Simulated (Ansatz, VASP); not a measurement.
Two plane-wave programs on Cr

File INCAR:

```
ALGO     = Normal         # electronic algorithm
EDIFF    = 1E-6           # SCF threshold, eV
ENCUT    = 520            # plane-wave cutoff, eV
GGA      = PE             # functional
ISIF     = 2              # what is computed and relaxed
ISMEAR   = -1             # smearing method
LASPH    = True           # aspherical terms in the spheres
LCHARG   = True           # write CHGCAR
LELF     = True           # ELF
LREAL    = False          # projectors in reciprocal space
LVHAR    = True         
LWAVE    = False          # write WAVECAR
NBANDS   = 12             # bands
NELM     = 100            # most SCF steps
PREC     = Accurate       # precision mode
SIGMA    = 0.3            # smearing width, eV
```

Contents of KPOINTS:

```
k-points
0
Gamma
  15 15 15
```

The input POSCAR:

```
Cr
1.0
   -1.4243177237      1.4243177237      1.4243177237
    1.4243177237     -1.4243177237      1.4243177237
    1.4243177237      1.4243177237     -1.4243177237
Cr
1
Direct
    0.0000000000      0.0000000000      0.0000000000
```

Input for Ansatz:

```yaml
crystal:
  lattice:
    - [-1.4243177237, 1.4243177237, 1.4243177237]
    - [1.4243177237, -1.4243177237, 1.4243177237]
    - [1.4243177237, 1.4243177237, -1.4243177237]
  atoms:
    - { symbol: Cr, position: [0.0, 0.0, 0.0] }
hamiltonian:
  xc: pbe
  pseudopotentials:
    kind: paw
    azcp:
      Cr: "pseudopotentials/Cr.paw.azcp"
basis:
  ecutwfc: 420
  fft_grid_basis: typed
kpoints:
  mp_grid: { grid: [15, 15, 15], shift: [0, 0, 0] }
magnetization:
  spin_polarized: false
scf:
  occupations: { method: fermi_dirac, width: 0.3 }
  lower_state_search: "off"
output:
  stress: true
```

Alike in both runs: task single point; functional PBE; k mesh 15 × 15 × 15; occupations fermi-dirac, width 0.3 eV; no spin polarisation.

|  | VASP | Ansatz |
| --- | --- | --- |
| version | VASP 6.6.1 | Ansatz 0.2.0 |
| potentials or method | VASP PAW PBE potentials, release 64 (Cr_pv) | plane waves (420 eV) with PAW, scalar-relativistic |
| plane-wave cutoff (eV) | 520 | 420 |
| valence electrons in the cell | 12 | 14 |

```tsv
	VASP	Ansatz	Ansatz less VASP
pressure (GPa)	1.9	2.3	+0.43
```

With one functional, cell and mesh, what is left measures potentials, basis and numerics. The two sets of potentials don't hold the same shells in valence.

Caveats: the run has no spin polarisation, though such a crystal can be magnetic. Spin polarisation is off, so any magnetic state and its effect on volume and gap are missing.
